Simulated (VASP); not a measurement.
Sc, 5 atoms in the cell. The cell holds a slab with vacuum, 5 atoms: a = 3.211 Å, b = 3.211 Å, c = 24.082 Å, α = 90.00°, β = 90.00°, γ = 90.00°. The slab is cut from a database's or a generator's crystal, which needn't be the stable form of the element. The cell isn't the ideal one: the (1 0 0) slab of Sc, cut from the database cell, not relaxed.

* Program: VASP 6.6.1
* Task: work function
* Functional: LDA
* Potentials or basis: VASP PAW LDA potentials, release 64 (Sc_sv)
* Cutoff: 520 eV
* k mesh: 8 × 8 × 1
* Occupations: gaussian, width 0.05 eV
* Spin: no spin polarisation
* Further INCAR settings: ALGO = Normal; EDIFF = 1e-06

Potentials or basis: VASP PAW LDA potentials, release 64 (Sc_sv).

The run is started by

```sh
$ cat potpaw_LDA.64/Sc_sv/POTCAR > POTCAR
$ mpirun -np 1 vasp_std > vasp.out
```

Hardware: 1 thread of Intel(R) Xeon(R) 6975P-C (Granite Rapids), on a shared host.

Estimate the wall time of this run.

It took 96 s on 1 thread of Intel(R) Xeon(R) 6975P-C (Granite Rapids), on a shared host, peak memory 0.29 GiB. Counts: scf iterations 26, k points 15.
